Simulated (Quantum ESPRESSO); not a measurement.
**Gd under changes of volume**

One of the cells (34.580 Å³/atom); the others are scaled copies at fixed shape and fractional positions:

```
Gd
1.0
     0.00000    2.58582    2.58582
     2.58582    0.00000    2.58582
     2.58582    2.58582    0.00000
Gd
1
Direct
  0.00000 0.00000 0.00000
```

This isn't the form of Gd at room conditions, which is hcp.

```yaml
Program: Quantum ESPRESSO 7.5
Functional: PBE
Potentials_or_basis: SSSP 1.3 efficiency PBE
Cutoff: 748 eV
Density_cutoff: 5987 eV
k_mesh: 9 × 9 × 9
Occupations: fermi-dirac, width 0.05 eV
Spin: collinear spin, ferromagnetic start
Starting_moments: "[7.0] μB"
```

```tsv
volume (Å³/atom)	energy over the lowest point (meV/atom)	pressure (GPa)	moment (μB per cell)
32.505	0.23	0.5	7.55
33.197	0.00	-0.3	7.56
33.888	2.53	-0.8	7.59
34.580	7.56	-1.4	7.61
35.272	14.92	-1.9	7.64
35.963	24.37	-2.4	7.67
36.655	?	?	?
```

Q: What does the run at 36.655 Å³/atom give?

A: Energy over the lowest point 35.54 meV/atom; pressure -2.6 GPa; moment 7.71 μB per cell.

Worked out: A Birch-Murnaghan fit of order 3 (a polynomial in V^(-2/3)) to the other rows has its minimum at 32.90 Å³/atom with B0 = V·E''(V) = 31 GPa and B' = 3.2. It gives 35.77 meV/atom at 36.655 Å³/atom, against the run's 35.54, and -dE/dV = -2.9 GPa, against -2.6. A parabola through the other rows of the moment, of slope 0.0536 μB per Å³/atom there, extrapolates to 7.71 μB, against the run's 7.71.

Energies are extrapolated to zero smearing.
